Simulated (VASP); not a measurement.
BaF2 (fluorite) relaxed at rising pressure, in one space group throughout; other phases were not tried. The pressures are those reached. All values below come from LDA (Ceperley-Alder, Perdew-Zunger), VASP's LDA PAW potentials (set 64) (plane waves; VASP).

```csv
P (GPa),V (Å³/atom),k-mesh
0.04,18.777,6×6×6
5.05,17.680,7×7×7
10.01,16.871,7×7×7
20.05,15.683,7×7×7
29.98,14.834,7×7×7
```

A change of mesh leaves a small step in the series.

Q: Fit an equation of state and predict the volume at 44.89 GPa.

A: Least squares on the third-order Birch-Murnaghan form, P = (3B0/2)(y⁷ − y⁵)[1 + (3/4)(B′ − 4)(y² − 1)] with y = (V0/V)^(1/3), gives V0 = 18.786 Å³/atom, B0 = 72 GPa and B′ = 4.8, and so 13.893 Å³/atom. The run gave 13.890 Å³/atom, -0.0 % from the fit.

Pressures at which the relaxation failed are left out.

The compound is BaF2 in the fluorite structure.
